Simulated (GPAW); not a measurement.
A run of GPAW 26.7.0:

run.py

```python
from ase import Atoms
from ase.dft.bandgap import bandgap
from ase.io import write
from ase.units import GPa
from gpaw import GPAW, PW, setup_paths

setup_paths.insert(0, '.')

atoms = Atoms(['Ni', 'Ti'],
              cell=[[2.735803, 0.0, 0.0],
                    [0.0, 2.735803, 0.0],
                    [0.0, 0.0, 3.58141]],
              scaled_positions=[[0.0, 0.0, 0.0],
                                [0.5, 0.5, 0.5]],
              pbc=True)
atoms.set_initial_magnetic_moments([1.0, 1.0])

calc = GPAW(mode=PW(600),
            xc='PBEsol',
            kpts={'size': (7, 7, 6), 'gamma': True},
            occupations={'name': 'fermi-dirac', 'width': 0.05},
            setups={'Ni': ':d,3.0'},
            nbands=27,
            convergence={'density': 1e-05, 'energy': 1e-05},
            maxiter=150,
            txt='gpaw.txt')
atoms.calc = calc
energy = atoms.get_potential_energy()
forces = atoms.get_forces()
stress = atoms.get_stress()
calc.write('gs.gpw')
write('result.traj', atoms)
print(f'Energy: {energy:.6f} eV')
print('Forces (eV/A):')
print(forces.round(4))
print('Stress (GPa):', (stress / GPa).round(3))
print('Moments:', calc.get_magnetic_moments().round(3))
print('Fermi level:', round(calc.get_fermi_level(), 4), 'eV')
print(f'Gap: {bandgap(calc)[0]:.4f} eV, direct: {bandgap(calc, direct=True)[0]:.4f} eV')

path = atoms.cell.bandpath('GXMGZRAZ,XR,MA', npoints=80, eps=1e-4)
bs_calc = calc.fixed_density(kpts=path, symmetry='off', nbands=38,
                             convergence={'bands': 'CBM+6.0', 'eigenstates': 1e-6}, txt='bands.txt')
bs = bs_calc.band_structure()
bs.write('bs.json')
print(f'Gap on the path: {bandgap(bs_calc)[0]:.4f} eV')
```

Potentials or basis: PAW data sets generated in the run's folder for this functional, pw.

Launch:

```sh
$ gpaw-setup -f PBEsol Ni Ti
$ OMP_NUM_THREADS=1 python run.py
```

Hardware: 1 thread of Arm Neoverse V2 (shared host).

Q: How long does it take, and how much memory?

A: Run time: 2.2 min on 1 thread of Arm Neoverse V2, on a shared host, peak memory 0.3 GiB. Counts: scf iterations 44, plane waves 926, bands 27, k points 40.
